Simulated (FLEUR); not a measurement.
Crystal: SnTe.

```xyz
2
Lattice="0.0000 3.1509 3.1509 3.1509 0.0000 3.1509 3.1509 3.1509 0.0000" Properties=species:S:1:pos:R:3 pbc="T T T"
Te    3.1509    3.1509    3.1509
Sn    0.0000    0.0000    0.0000
```

```yaml
Program: FLEUR MaX-R8.1 (patched build s14)
Task: single point
Functional: PBE
Potentials_or_basis: all-electron
Basis: FLAPW
Kmax: 3.8 1/bohr
k_mesh: 7 × 7 × 7
Occupations: fermi-dirac, width 0.05 eV
Spin: no spin polarisation
Gmax: 11.8 1/bohr
Muffin-tin_radii: Te 2.66, Sn 2.66 bohr
lmax: Te 11, Sn 11
Local_orbitals_a_species: Te 6, Sn 5
Max_iterations: 60
Mixing_factor: 0.05
Mixer: Anderson
Mixer_history: 15
Density_convergence: 1e-05 me/bohr^3
```

On this cell: largest force zero by symmetry; band gap on the k mesh not listed.

The same run follows on a disturbed copy (atoms moved at random, drawn with an rms of 0.05 Å):

```xyz
2
Lattice="0.0000 3.1509 3.1509 3.1509 0.0000 3.1509 3.1509 3.1509 0.0000" Properties=species:S:1:pos:R:3 pbc="T T T"
Te    3.1510    3.2022    3.1652
Sn   -0.0421    0.0002   -0.0197
```

Problem. What does the disturbed cell give?

Solution. The energy moves by +0.3 meV/atom; largest force 0.021 eV/Å; band gap on the k mesh 0.66 eV, direct.

Forces in eV/Å, atoms in the order of the input:
```
Te  -0.012 -0.014 -0.009
Sn   0.012  0.014  0.009
```

Caveats: spin-orbit coupling is left out, which moves the levels of the heavy elements (some runs); an odd mesh through Γ misses points on the zone boundary, where band edges often lie (some runs).
